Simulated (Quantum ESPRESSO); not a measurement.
A calculation with Quantum ESPRESSO 7.5 of PbSe (Clausthalite) (native input, structure typed inline):

The input pw.in:

```
&CONTROL
  calculation = 'scf'
  prefix = 'pwscf'
  outdir = './tmp'
  pseudo_dir = './pseudo'
  tprnfor = .true.
  tstress = .true.
  disk_io = 'nowf'
/
&SYSTEM
  ibrav = 0
  nat = 2
  ntyp = 2
  ecutwfc = 55
  ecutrho = 440
  nbnd = 16
  occupations = 'smearing'
  smearing = 'fd'
  degauss = 0.00367493
/
&ELECTRONS
  conv_thr = 4d-10
  electron_maxstep = 120
  mixing_beta = 0.5
/
ATOMIC_SPECIES
Pb   207.2000 Pb.pbe-dn-kjpaw_psl.0.2.2.UPF
Se    78.9710 Se_pbe_v1.uspp.F.UPF
CELL_PARAMETERS angstrom
   0.0000000000    3.0606500000    3.0606500000
   3.0606500000    0.0000000000    3.0606500000
   3.0606500000    3.0606500000    0.0000000000
ATOMIC_POSITIONS crystal
Pb     0.0000000000    0.0000000000    0.0000000000
Se     0.5000000000    0.5000000000    0.5000000000
K_POINTS automatic
8 8 8 0 0 0
```

Potentials or basis: SSSP 1.3 efficiency PBE.

Run with:

```sh
$ OMP_NUM_THREADS=1 pw.x -in pw.in > pw.out
```

Problem. Write the same calculation in another form: ASE script, structure typed inline.

Solution. As run:

Contents of run.py:

```python
import numpy as np
from ase.calculators.espresso import Espresso, EspressoProfile
from ase import Atoms

atoms = Atoms(['Pb', 'Se'],
              cell=[[0.0, 3.06065, 3.06065], [3.06065, 0.0, 3.06065], [3.06065, 3.06065, 0.0]],
              scaled_positions=[[0.0, 0.0, 0.0], [0.5, 0.5, 0.5]],
              pbc=True)

input_data = {
    'control': {'calculation': 'scf', 'prefix': 'pwscf', 'outdir': './tmp', 'tprnfor': True, 'tstress': True, 'disk_io': 'nowf'},
    'system': {'ecutwfc': 55.0, 'ecutrho': 440.0, 'nbnd': 16, 'occupations': 'smearing', 'smearing': 'fd', 'degauss': 0.00367493},
    'electrons': {'conv_thr': 4e-10, 'electron_maxstep': 120, 'mixing_beta': 0.5},
}
pseudopotentials = {'Se': 'Se_pbe_v1.uspp.F.UPF', 'Pb': 'Pb.pbe-dn-kjpaw_psl.0.2.2.UPF'}
profile = EspressoProfile(command='pw.x', pseudo_dir='pseudo')
dft = Espresso(profile=profile, input_data=input_data, pseudopotentials=pseudopotentials, kpts=(8, 8, 8), koffset=(0, 0, 0))
atoms.calc = dft

print(f'energy {atoms.get_potential_energy():.8f} eV')
print('forces (eV/A)')
print(np.round(atoms.get_forces(), 6))
print('stress (eV/A^3, Voigt)')
print(np.round(atoms.get_stress(), 8))
print(f'Fermi level {dft.get_fermi_level():.4f} eV')
```

Potentials or basis: SSSP 1.3 efficiency PBE.

Run with:

```bash
$ OMP_NUM_THREADS=1 python run.py
```

Both were run:

|  | native input, structure typed inline | ASE script, structure typed inline |
| --- | --- | --- |
| Pressure | 2.4 GPa | 2.4 GPa |
| Band gap on the k mesh | 0.30 eV, direct | 0.30 eV, direct |

Keys that steer only the numerical path or the files written may differ.

Caveat: spin-orbit coupling is left out, which as a rule narrows the gap of such compounds by several tenths of an eV.
